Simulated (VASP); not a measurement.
CdSe: single point with r2SCAN

Crystal: CdSe.

```
Cd Se
1.0
     0.00000    3.07027    3.07027
     3.07027    0.00000    3.07027
     3.07027    3.07027    0.00000
Cd Se
1 1
Cartesian
  0.0000 0.0000 0.0000
  1.5351 1.5351 1.5351
```

Measurements of this composition are mostly on another form, of space group No. 186.

| Quantity | Value |
| --- | --- |
| Program | VASP 6.6.1 |
| Task | single point |
| Functional | r2SCAN |
| Potentials or basis | VASP PAW PBE potentials, release 64 (Cd, Se) |
| Cutoff | 520 eV |
| k mesh | 8 × 8 × 8 |
| Occupations | fermi-dirac, width 0.05 eV |
| Spin | no spin polarisation |

- Pressure: 0.1 GPa
- Band gap on the k mesh: 1.02 eV, direct

Levels at points of the mesh, in eV from the valence-band top:
| k point | band 5 | band 6 | band 7 | band 8 | band 9 | band 10 | band 11 | band 12 | band 13 |
| --- | --- | --- | --- | --- | --- | --- | --- | --- | --- |
| (0.00, 0.00, 0.00) | -7.71 | -7.71 | 0.00 | 0.00 | 0.00 | 1.02 | 6.47 | 6.47 | 6.47 |
| (0.50, 0.00, 0.00) | -7.68 | -7.42 | -4.26 | -0.72 | -0.72 | 2.82 | 6.92 | 6.92 | 7.73 |
| (0.50, 0.50, 0.00) | -7.65 | -7.36 | -3.95 | -1.79 | -1.79 | 3.51 | 4.13 | 9.55 | 10.79 |

Run time: 81 s on 1 thread of Intel(R) Xeon(R) Platinum 8375C CPU @ 2.90GHz (Ice Lake), with other jobs on the host, peak memory 0.19 GiB.

Caveat: the PAW data sets were made with another functional, which shifts forces and pressure a little. r2SCAN opens gaps a little over a GGA but as a rule still falls short of measured ones.
